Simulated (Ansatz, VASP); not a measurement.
**Two plane-wave programs on ZrS**

```xyz
2
Lattice="0.0000 2.6250 2.6250 2.6250 0.0000 2.6250 2.6250 2.6250 0.0000" Properties=species:S:1:pos:R:3 pbc="T T T"
Zr    0.0000    0.0000    0.0000
S     2.6250    2.6250    2.6250
```

Alike in both runs: task single point; functional PBEsol; k mesh 7 × 7 × 7; no spin polarisation.

```csv
,VASP,Ansatz
version,VASP 6.6.1,Ansatz 0.2.0
potentials or method,"VASP PAW PBE potentials, release 64 (Zr_sv, S)","plane waves, PAW"
plane-wave cutoff (eV),520,420
occupations,"fermi-dirac, width 0.1 eV",fermi-dirac
valence electrons in the cell,18,18
```

Ansatz gave:

| Quantity | Value |
| --- | --- |
| gap on the k mesh at the Fermi level (eV) | none |
| pressure (GPa) | -6.3 |

Q: What did VASP give for the same quantities?

A: gap on the k mesh at the Fermi level (eV): none; pressure (GPa): -6.1.

A gap of «none» marks a metal or a gap that the smearing closes. Ansatz warned: «stress_scf_threshold_loose».

Caveats: the PAW data sets were made with another functional, which shifts forces and pressure a little (VASP).
